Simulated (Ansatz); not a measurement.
## TeMo2: from a trial structure to a relaxed crystal

Level of theory: Ansatz, DFT PBE, scalar-relativistic, plane waves, PAW. Cutoff 420 eV, Γ-centred k mesh, Gaussian smearing, no spin polarisation in the final step.

TeMo2 was placed on the fluorite structure type (Fm-3m, No. 225), with Te in place of Ca, Mo in place of F, at a guessed volume.

```yaml
crystal:
  lattice:
    - [0.00000, 3.12499, 3.12499]
    - [3.12499, 0.00000, 3.12499]
    - [3.12499, 3.12499, 0.00000]
  atoms:
    - { symbol: Te, position: [0.00000, 0.00000, 0.00000] }
    - { symbol: Mo, position: [0.25000, 0.25000, 0.25000] }
    - { symbol: Mo, position: [0.75000, 0.75000, 0.75000] }
```

Cell and atoms relax at zero pressure; the relaxation can't lower the symmetry of the start.

Energies over the elements count from the elements' standard structures at the same level, with no empirical corrections.

Question: What does it relax into?

Answer: It keeps Fm-3m (No. 225). The result has the fluorite structure. Conventional cell: a = 6.236 Å. Te has 8 Mo at 2.70 Å; Mo has 4 Te at 2.70 Å and 6 Mo at 3.12 Å.

```cif
data_structure
_symmetry_space_group_name_H-M 'Fm-3m'
_symmetry_Int_Tables_number 225
_cell_length_a 6.2361
_cell_length_b 6.2361
_cell_length_c 6.2361
_cell_angle_alpha 90.000
_cell_angle_beta 90.000
_cell_angle_gamma 90.000
_cell_volume 242.51
loop_
_atom_site_label
_atom_site_type_symbol
_atom_site_symmetry_multiplicity
_atom_site_Wyckoff_symbol
_atom_site_fract_x
_atom_site_fract_y
_atom_site_fract_z
_atom_site_occupancy
Te1 Te 4 a 0.00000 0.00000 0.00000 1
Mo1 Mo 8 c 0.25000 0.75000 0.75000 1
```

Question: What are its volume, energy, density and gap?

Answer: The volume per atom is 20.21 Å³. The density is 8.75 g/cm³. The energy over the elements is 0.99 eV/atom. The gap on the 14×14×14 mesh is 0 eV (a metal).

The final run used a 14×14×14 mesh on its 3-atom cell and 0.10 eV smearing. For metals, differences of a few meV/atom aren't resolved. Spin–orbit coupling is left out. Symmetry constrained the relaxation, so the result can be a saddle point.

Cost: 2 runs of about 0.77 core-minutes in all, on Arm Neoverse V1 (shared hosts).